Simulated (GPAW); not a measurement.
Runs of GPAW 26.7.0 on ZnSe (Stilleite). Symmetry: F-43m, No. 216, cubic system. The conventional cell has a = 5.668 Å, b = 5.668 Å, c = 5.668 Å, α = 90.00°, β = 90.00°, γ = 90.00°. Around Se (site symmetry -43m) lie 4 Zn at 2.45 Å. Around Zn (site symmetry -43m) lie 4 Se at 2.45 Å. 

```tsv
task	level	potentials or basis	spin	older calculator (legacy_gpaw)	band path	band points	spin axis theta (degrees)	spin axis phi (degrees)	gap on the mesh (eV)	V0 of scaled cells (Å³/atom)	B0 (GPa)
equation of state	PBEsol+D3(BJ)	PAW data sets generated in the run's folder for this functional, pw	off	-	-	-	-	-	-	(b)	71
band structure	optB88-vdW	GPAW PAW data sets (gpaw-data 1.2.1), pw	SOC, no magnetisation	yes	GXWKGLUWLK,UX	60	90	45	1.13	-	-
equation of state	BLYP+D3	PAW data sets generated in the run's folder for this functional, pw	off	-	-	-	-	-	-	(a)	65
band structure	BEEF-vdW	GPAW PAW data sets (gpaw-data 1.2.1), pw	SOC, no magnetisation	-	GXWKGLUWLK,UX	60	0	0	1.31	-	-
```

Alike in all rows: cell as given; k mesh 7 × 7 × 7; cutoff (eV) 600; smearing fermi-dirac 0.05 eV.

Q: Estimate the missing entries.

A: (a) 22.72; (b) 21.67.

Caveats: spin-orbit coupling was added after a scalar SCF, so levels and gaps hold it while energy, forces, pressure and moments don't (some runs); this program's spin-orbit splittings come out too wide for heavy elements (some runs); the PAW data sets were made with another functional, which shifts forces and pressure a little (some runs).

A k mesh can miss the band edges, and rows without SOC leave out spin-orbit coupling on Se.

Runs at the PBE level aren't shown here.
